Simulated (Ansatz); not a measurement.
H2O on a (111) slab of Si (Fd-3m (No. 227)), 6 planes, outer planes Si (top) and Si (bottom), 1 a cell of 50.9 Å², relaxed and still whole (its atoms last):

```xyz
27
Lattice="7.6672 0.0000 0.0000 -3.8336 6.6400 0.0000 0.0000 0.0000 25.0428" Properties=species:S:1:pos:R:3 pbc="T T T"
Si    3.8336    2.2133    8.0000
Si    1.9168    5.5333    8.0000
Si    0.0000    2.2133    8.0000
Si   -1.9168    5.5333    8.0000
Si    1.9168    3.3200    8.7825
Si    3.8336    0.0000    8.7825
Si   -1.9168    3.3200    8.7825
Si    0.0000    0.0000    8.7825
Si   -1.9168    3.3200   11.1301
Si    0.0000    0.0000   11.1301
Si    1.9168    3.3200   11.1301
Si    3.8336    0.0000   11.1301
Si    3.8335    4.4252   11.9779
Si    5.7551    1.1064   11.8316
Si    0.0000    4.4272   11.9255
Si    1.9127    1.1062   11.8306
Si    0.0012    4.6832   14.3219
Si    1.8802    1.0886   14.1806
Si    3.8338    4.6015   14.4231
Si    5.7857    1.0892   14.1815
Si   -1.9103    5.6513   15.2986
Si   -0.0006    2.3823   14.5986
Si    1.9116    5.6519   15.3024
Si    3.8326    2.2483   14.7957
O     3.8323    1.5297   16.6317
H     4.6086    0.8902   16.6599
H     3.0413    0.9108   16.6653
```

Method: DFT PBE+D3(BJ), scalar-relativistic, plane waves, PAW in Ansatz. Settings: cutoff 420 eV, Γ-centred mesh 3×3×1 on the computed 27-atom cell, Gaussian smearing of 0.05 eV; no spin polarisation. The cell repeats along c with a dipole correction in the vacuum.

It binds with 0.87 eV a molecule against the clean slab and the free molecule (no zero-point or thermal terms); its shortest contact is O–Si 1.97 Å. Take first-order desorption with no barrier to adsorption, no reaction on the face and an assumed prefactor of 10^13 s⁻¹.

Q: How long does a molecule stay at 473 K?

A: τ = ν⁻¹·exp(E/k_BT) with k_BT = 0.0408 eV: E/k_BT = 21.3, so τ ≈ 2×10^-4 s. At about one hit a site a second (10⁻⁶ mbar) the coverage is near τ × 1 s⁻¹, so a layer needs roughly 5×10^-3 mbar.

Q: Where does its peak lie in a desorption experiment heated at 5 K/s?

A: The peak obeys E/(k_B·T_p²) = (ν/β)·exp(−E/k_BT_p). Solving gives T_p ≈ 329 K (E/k_BT_p = 30.7). An error of 0.1 eV in E moves it by about 38 K, and larger molecules have larger prefactors, which lowers it.

Q: Is this physisorption or chemisorption?

A: The tightest contact, O–Si 1.97 Å, is 1.11 times the sum of covalent radii, and deformation and lateral interaction add up to +0.13 eV. This is chemisorption.

The clean reference is an ideal cut relaxed in this small cell. Real faces with dangling bonds reconstruct or are passivated, and a lower clean face would weaken the binding, shorten τ and lower T_p.

The molecule may also break up before it leaves, which wasn't tried.

An atom lies near a switch of its D3 coefficient C6 between reference coordination numbers, so the dispersion energy changes steeply there and can make or shift the minimum.